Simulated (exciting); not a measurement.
Runs of exciting (release sodium) on BN. Symmetry: F-43m, No. 216, cubic system. Conventional cell: a = 3.626 Å, b = 3.626 Å, c = 3.626 Å, α = 90.00°, β = 90.00°, γ = 90.00°. N (site symmetry -43m) is surrounded by 4 B at 1.57 Å. B (site symmetry -43m) is surrounded by 4 N at 1.57 Å. The cell is a database's computed one.

```csv
task,level,potentials or basis,cell,k mesh,smearing,outputlevel,DOS window about the Fermi level (Ha),gmaxvr (cutoff of density and potential),nempty,valence relativity,rgkmax,mesh quality,gap on the mesh (eV)
density of states,TASK+TS,"all-electron LAPW+lo, shipped species files, valence relativity zora",as given,7 × 7 × 7,fermi-dirac 0.05 eV,low,"[-0.8, 0.6] Ha",15 1/bohr,10,zora,6.5,coarse,5.74
electric field gradients,XPBE,"all-electron LAPW+lo, shipped species files, valence relativity iora*",volume scaled by 0.92,13 × 13 × 13,gaussian 0.05 eV,high,-,14 1/bohr,10,iora*,7.5,not flagged,4.68
single point,PBE,"all-electron LAPW+lo, shipped species files, valence relativity iora*",as given,13 × 13 × 13,fermi-dirac 0.05 eV,-,-,15 1/bohr,10,iora*,7.5,not flagged,4.54
band structure,LDA-GL,"all-electron LAPW+lo, shipped species files with second energy derivatives, valence relativity iora*",as given,13 × 13 × 13,fermi-dirac 0.1 eV,normal,-,15 1/bohr,10,iora*,6.5,not flagged,(a)
real-space fields,PW91,"all-electron LAPW+lo, shipped species files, valence relativity iora*",volume scaled by 1.25,13 × 13 × 13,gaussian 0.0272 eV,high,-,14 1/bohr,10,iora*,6.5,not flagged,(b)
```

Alike in all rows: no spin polarisation.

Problem. Fill in the values left out.

Solution. (a) 4.45; (b) 4.28.

Caveats: some runs use coarse meshes; an odd mesh through Γ misses points on the zone boundary, where band edges often lie (some runs); this version's total energy under meta-GGAs is doubtful, so none is listed (some runs); the dispersion energy is computed afterwards and isn't part of the total energy (some runs); EFG.OUT prints the tensor in atomic units and with the sign opposite to the usual one (some runs).
